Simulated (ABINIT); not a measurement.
The system is BN.

```xyz
4
Lattice="2.4982 0.0000 0.0000 -1.2491 2.1635 0.0000 0.0000 0.0000 6.6357" Properties=species:S:1:pos:R:3 pbc="T T T"
N     1.2491    0.7212    1.6589
N     0.0000    1.4424    4.9768
B     1.2491    0.7212    4.9768
B     0.0000    1.4424    1.6589
```

Program: ABINIT 10.8.3 (patched build). Alike in all runs: no spin polarisation; cell as given; smearing fermi-dirac 0.05 eV. Hardware: 1 thread of Arm Neoverse V2, with other jobs on the host.

Order these runs on this cell by their wall time, lowest first.
A. task band structure; level SOGGA; potentials or basis JTH PAW PBE v2.0; k mesh 12 × 12 × 4; cutoff (eV) 707; fine-grid cutoff 1306.15 eV; mesh quality not flagged
B. task single point; level LDA; potentials or basis JTH PAW LDA v2.0; k mesh 5 × 5 × 2; cutoff (eV) 680; fine-grid cutoff 1278.94 eV; mesh quality coarse
C. task single point; level r2SCAN; potentials or basis JTH PAW PBE v2.0; k mesh 5 × 5 × 2; cutoff (eV) 844; fine-grid cutoff 1442.2 eV; mesh quality coarse
D. task single point; level PBEsol; potentials or basis JTH PAW PBE v2.0; k mesh 5 × 5 × 2; cutoff (eV) 707; fine-grid cutoff 1306.15 eV; mesh quality coarse

B (5.6 s), D (14 s), C (30 s), A (66 s).

Caveats: some runs use coarse meshes; the atomic spheres overlap.

Runs at the PBE level aren't shown here.
